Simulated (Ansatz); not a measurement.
**AgCl (P6_3/mmc, relaxed from the wurtzite prototype): independent-particle optics**

How does AgCl (P6_3/mmc, relaxed from the wurtzite prototype) absorb light if electrons and holes don't interact? Plan: HSE06 for the gap; optics with PBE on 6×6×4; optics with r2SCAN on 6×6×4; optics with PBE and scissors to the HSE06 gap on 6×6×4; optics with PBE with spin-orbit coupling on 6×6×4.

Computed with Ansatz 0.2.0 (plane waves, PAW; no local fields, no excitons, unless a step's input says otherwise).

1 further run of the same task is left out (it didn't finish). Runs told in other sessions of the task aren't counted.

## 1. The starting structure

The structure is hexagonal, space group P6_3/mmc (No. 194). The conventional cell has a = 4.520 Å, b = 4.520 Å, c = 5.722 Å, α = 90.00°, β = 90.00°, γ = 120.00°. Ag (site symmetry -6m2) is surrounded by 5 Cl at 2.61 to 2.86 Å. Around Cl (site symmetry -6m2) lie 5 Ag at 2.61 to 2.86 Å.

As a file:

```cif
data_structure
_symmetry_space_group_name_H-M 'P6_3/mmc'
_symmetry_Int_Tables_number 194
_cell_length_a 4.5197
_cell_length_b 4.5197
_cell_length_c 5.7225
_cell_angle_alpha 90.000
_cell_angle_beta 90.000
_cell_angle_gamma 120.000
_cell_volume 101.24
loop_
_atom_site_label
_atom_site_type_symbol
_atom_site_symmetry_multiplicity
_atom_site_Wyckoff_symbol
_atom_site_fract_x
_atom_site_fract_y
_atom_site_fract_z
_atom_site_occupancy
Ag1 Ag 2 d 0.33333 0.66667 0.75000 1
Cl1 Cl 2 c 0.33333 0.66667 0.25000 1
```

The cell was relaxed beforehand with r2SCAN; those runs aren't shown.

## 2. The gap to aim at

input.yaml

```yaml
crystal:
  lattice:
    - [4.5197423908, 0.0, 0.0]
    - [-2.2598711954, 3.914211729, 0.0]
    - [0.0, 0.0, 5.722498068]
  atoms:
    - { symbol: Ag, position: [0.3333333333, 0.6666666667, -0.0622203148] }
    - { symbol: Ag, position: [0.6666666667, 0.3333333333, 0.4377796852] }
    - { symbol: Cl, position: [0.3333333333, 0.6666666667, 0.4372203148] }
    - { symbol: Cl, position: [0.6666666667, 0.3333333333, 0.9372203148] }
kpoints:
  mp_grid: { grid: [6, 6, 4] }
  band_path:
    path:
      - [0.0, 0.0, 0.0]
      - [0.5, 0.0, 0.0]
      - [0.3333333333, 0.3333333333, 0.0]
      - [0.0, 0.0, 0.5]
      - [0.5, 0.0, 0.5]
      - [0.3333333333, 0.3333333333, 0.5]
    npoints: 1
hamiltonian:
  xc: hse06
scf:
  occupations: { method: fixed }
  n_extra_bands: 5
output:
  forces: true
  stress: true
  eigenvalues: true
```

Launch:

```sh
$ ansatz run input.yaml --threads 4 --pin off --max-ram 3686MiB --backend cpu --events-out ev --progress --plain --runs-dir out
```

After this run come: Optics, PBE; Optics, r2SCAN; Optics, PBE with a scissors shift; Optics, PBE with spin-orbit coupling.

Q: Predict the results of all the runs planned. Wanted: ε∞, PBE; ε∞, r2SCAN; ε∞, PBE with spin-orbit coupling; tallest peak of ε₂, PBE; tallest peak of ε₂, r2SCAN; tallest peak of ε₂, PBE with spin-orbit coupling; HSE06 direct gap.

The runs gave:

| quantity | value |
| --- | --- |
| ε∞, PBE | 4.43 (xx, yy), 4.50 (zz) |
| ε∞, r2SCAN | 3.94 (xx, yy), 3.98 (zz) |
| ε∞, PBE + 1.48 eV scissors | 3.80 (xx, yy), 3.88 (zz) |
| ε∞, PBE with spin-orbit coupling | 4.14 (xx, yy), 4.19 (zz) |
| tallest peak of ε₂, PBE | 6.1 at 7.95 eV |
| tallest peak of ε₂, r2SCAN | 5.2 at 8.85 eV |
| tallest peak of ε₂, PBE + 1.48 eV scissors | 6.1 at 9.45 eV |
| tallest peak of ε₂, PBE with spin-orbit coupling | 5.9 at 7.95 eV |
| HSE06 direct gap | 2.87 eV |

From PBE with spin-orbit coupling to PBE + 1.48 eV scissors the direct gap grows from 1.27 to 2.87 eV, and ε∞ goes from 4.16 to 3.83 (mean of the axes); the spin-orbit run sums fewer bands, so its ε∞ isn't like for like. Spin-orbit coupling moves the direct gap by -0.12 eV; ε∞ doesn't compare between these two runs, as the bands summed differ. The response is anisotropic: with PBE ε∞ is 4.43 (xx, yy), 4.50 (zz). Local fields and excitons are left out: both change ε∞, and without excitons the onset lacks its lines.
